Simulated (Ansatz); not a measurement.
BeSe (started from an entry of an open crystallographic database), relaxed with r2SCAN: it is cubic, F-43m (No. 216); conventional cell a = 5.162 Å, 17.19 Å³ an atom. Be has 4 Se at 2.24 Å; Se has 4 Be at 2.24 Å. One-shot G0W0@PBE in the plane-wave code Ansatz on a 4×4×4 mesh (contour deformation, no spin-orbit coupling), from a PBE gap of 2.643 eV over the mesh points (the G0W0 gap is indirect on the mesh); the number N of bands summed and the screening cutoff rise together. No spin polarisation and no zero-point or thermal motion.

```csv
N,cutoff (eV),1000/N,G0W0 gap (eV)
64,80,15.625,3.554
138,140,7.246,3.760
```

**Question.** Lay a straight line in 1000/N through these rows.

**Answer.** The slope is -0.0246 eV per unit of 1000/N and the intercept 3.938 eV.

**Question.** Predict the gap at N = 246 (210 eV).

**Answer.** 3.938 + (-0.0246) × 4.065 = 3.838 eV; the run gives 3.847 eV, +0.009 eV from the line.

**Question.** With that run's result added, what limit do the last two rows suggest?

**Answer.** Their slope is (3.847 − 3.760)/(4.065 − 7.246) = -0.0273, which meets 1/N = 0 at 3.96 eV, against 3.938 eV from the first line. The slope steepens, so 1/N isn't yet asymptotic and the true limit probably lies higher still; the k mesh isn't extrapolated.

Spin-orbit coupling is left out.
